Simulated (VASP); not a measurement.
A run of VASP 6.6.1 is set up as follows.

File INCAR:

```
SYSTEM = MgSe
PREC = Accurate
ENCUT = 600
EDIFF = 1E-6
ISMEAR = 0
SIGMA = 0.02
LREAL = .FALSE.
LASPH = .TRUE.
NELM = 120
ALGO = Normal
ISIF = 3
LWAVE = .FALSE.
LCHARG = .FALSE.
GGA = CA
IBRION = 2
NSW = 60
EDIFFG = -0.005
```

KPOINTS

```
Automatic mesh
0
G
  8 8 8
  0 0 0
```

POSCAR

```
MgSe
1.0
    0.0000000000      2.7250000000      2.7250000000
    2.7250000000      0.0000000000      2.7250000000
    2.7250000000      2.7250000000      0.0000000000
Mg Se
1 1
Direct
    0.0000000000      0.0000000000      0.0000000000
    0.5000000000      0.5000000000      0.5000000000
```

Potentials or basis: VASP PAW LDA potentials, release 64 (Mg, Se).

Launch:

```bash
$ cat potpaw_LDA.64/Mg/POTCAR potpaw_LDA.64/Se/POTCAR > POTCAR
$ mpirun -np 1 vasp_std > vasp.out
```

(1) Predict the relaxed cell.

(2) What does it give for the relaxed volume?

(3) Estimate the band gap on the k mesh.

Answers

(1) a = 3.807 Å, b = 3.807 Å, c = 3.807 Å, α = 60.00°, β = 60.00°, γ = 60.00°.

(2) 19.51 Å³/atom.

(3) 1.71 eV, indirect (least direct gap 2.65 eV).
